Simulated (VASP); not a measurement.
Input of a VASP 6.6.1 run:

File INCAR:

```
SYSTEM = CuO
PREC = Accurate
ENCUT = 520
EDIFF = 1E-6
ISMEAR = 0
SIGMA = 0.05
LREAL = .FALSE.
LASPH = .TRUE.
NELM = 100
ALGO = Normal
ISIF = 2
LWAVE = .FALSE.
LCHARG = .FALSE.
ISPIN = 2
MAGMOM = 0.37 0
LORBIT = 11
LMAXMIX = 4
LDAU = .TRUE.
LDAUTYPE = 2
LDAUL = 2 -1
LDAUU = 2 0
LDAUJ = 0 0
LDAUPRINT = 1
GGA = PS
```

The input KPOINTS:

```
regular mesh
0
G
  7 7 7
  0 0 0
```

The input POSCAR:

```
CuO
1.0
    0.0000000000      2.3272527300      2.3272527300
    2.3272527300      0.0000000000      2.3272527300
    2.3272527300      2.3272527300      0.0000000000
Cu O
1 1
Direct
    0.0000000000      0.0000000000      0.0000000000
    0.2500000000      0.2500000000      0.2500000000
```

Potentials or basis: VASP PAW PBE potentials, release 64 (Cu, O).

The run is started by

```sh
$ cat potpaw_PBE.64/Cu/POTCAR potpaw_PBE.64/O/POTCAR > POTCAR
$ mpirun -np 1 vasp_std > vasp.out
```

(1) What does it give for the band gap on the k mesh?

(2) Estimate the net moment.

(3) Predict the pressure.

Answers

(1) none (metal or under the smearing width).

(2) 0.75 μB per cell.

(3) -15.1 GPa.

Caveat: the PAW data sets were made with another functional, which shifts forces and pressure a little; a cell with one magnetic atom can't hold antiferromagnetic order, which such compounds often take.
